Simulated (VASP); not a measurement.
Here is a VASP 6.6.1 calculation.

Contents of INCAR:

```
SYSTEM = ScAl3
  PREC = Accurate
  ENCUT = 600
  EDIFF = 1E-6
  ISMEAR = -1
  SIGMA = 0.05
  LREAL = .FALSE.
  LASPH = .TRUE.
  NELM = 100
  ALGO = Fast
  ISIF = 3
  LWAVE = .FALSE.
  LCHARG = .FALSE.
  GGA = PE
  IVDW = 11
  IBRION = 2
  NSW = 40
  EDIFFG = -0.01
```

KPOINTS

```
Automatic mesh
0
G
  7 7 7
  0 0 0
```

File POSCAR:

```
ScAl3
1.0
    4.0878065700      0.0000000000      0.0000000000
    0.0000000000      4.0878065700      0.0000000000
    0.0000000000      0.0000000000      4.0878065700
Sc Al
1 3
Direct
    0.0000000000      0.0000000000      0.0000000000
    0.5000000000      0.5000000000      0.0000000000
    0.0000000000      0.5000000000      0.5000000000
    0.5000000000      0.0000000000      0.5000000000
```

Potentials or basis: VASP PAW PBE potentials, release 64 (Sc_sv, Al).

The run is started by

```bash
$ cat potpaw_PBE.64/Sc_sv/POTCAR potpaw_PBE.64/Al/POTCAR > POTCAR
$ mpirun -np 1 vasp_std > vasp.out
```

Question: Estimate the space group after relaxing (to 0.05 Å).

Answer: Pm-3m (No. 221).

Question: What does it give for the band gap on the k mesh?

Answer: None (metal or under the smearing width).

Question: What does it give for the relaxed cell?

Answer: a = 4.066 Å, b = 4.066 Å, c = 4.066 Å, α = 90.00°, β = 90.00°, γ = 90.00°.

Question: Estimate the relaxed volume.

Answer: 16.80 Å³/atom.

The path:
| step | energy change (eV) | largest force (eV/Å) | pressure (GPa) | volume (Å³) |
| --- | --- | --- | --- | --- |
| 1 | 0.0000 | 0.0000 | -1.37 | 68.31 |
| 2 | -0.0043 | 0.0000 | 0.50 | 66.88 |
| 3 | -0.0048 | 0.0000 | 0.02 | 67.22 |

Caveat: pairwise dispersion overbinds metals, which lowers pressure and volume.
